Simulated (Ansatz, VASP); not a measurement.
**Two plane-wave programs on In**

```
In
1.0
     0.00000    2.36799    2.36799
     2.36799    0.00000    2.36799
     2.36799    2.36799    0.00000
In
1
Direct
  0.00000 0.00000 0.00000
```

Alike in both runs: task single point; functional PBEsol; k mesh 13 × 13 × 13; occupations fermi-dirac, width 0.1 eV; no spin polarisation.

```csv
,VASP,Ansatz
version,VASP 6.6.1,Ansatz 0.2.0
potentials or method,"VASP PAW PBE potentials, release 64 (In_d)","plane waves (420 eV) with PAW, scalar-relativistic"
plane-wave cutoff (eV),520,420
valence electrons in the cell,13,13
```

Ansatz gave:

```
pressure (GPa) : -1.5
```

Task: Estimate VASP's values.

Result: Pressure (GPa): -1.6.

With one functional, cell and mesh, what is left measures potentials, basis and numerics. Ansatz warned: «pseudo_functional_mismatch».

Caveats: the PAW data sets were made with another functional, which shifts forces and pressure a little (VASP).
